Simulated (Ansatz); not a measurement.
TiO2:

```
Ti O
1.0
     5.58222    0.00000    0.00000
    -2.79111    4.83435    0.00000
     0.00000    0.00000    6.08247
Ti O
3 6
Direct
  0.46694 0.00000 0.33333
  0.00000 0.46694 0.66667
  0.53306 0.53306 0.00000
  0.58107 0.85143 0.12066
  0.72963 0.14857 0.54600
  0.27037 0.41893 0.78733
  0.85143 0.58107 0.87934
  0.14857 0.72963 0.45400
  0.41893 0.27037 0.21267
```

Measurements of this composition are mostly on another form, of space group No. 141.

Base run:

```yaml
Program: Ansatz 0.2.0
Functional: PBEsol
Potentials_or_basis: Ansatz PAW
Cutoff: "420 eV (not typed: the program's choice for these potentials)"
k_mesh: 6 × 6 × 5
Occupations: fermi-dirac, width 0.05 eV
Spin: no spin polarisation
Hubbard_terms: Ti d U = 3 eV
```

Its results: band gap on the k mesh 3.92 eV, indirect (least direct gap 3.93 eV); pressure 0.1 GPa; largest force 0.038 eV/Å.

Task: The run is repeated on the same cell with these changes: functional from PBEsol to r2SCAN; cutoff from 420 eV (not typed: the program's choice for these potentials) to 500 eV (not typed: the program's choice for these potentials); hubbard terms from Ti d U = 3 eV to none; hubbard projectors from ortho-atomic (the default) to none. What comes out?

Result: Band gap on the k mesh 4.08 eV, indirect (least direct gap 4.09 eV); pressure -1.0 GPa; largest force 0.080 eV/Å.

Several settings changed at once, so the effect can't be laid on one alone.

Caveats: the k mesh misses the band edges, so the gap on the mesh is wider than the one along the path; the PAW data sets come from PBE, with cores solved anew for the run's functional, which leaves a small shift of forces and pressure.
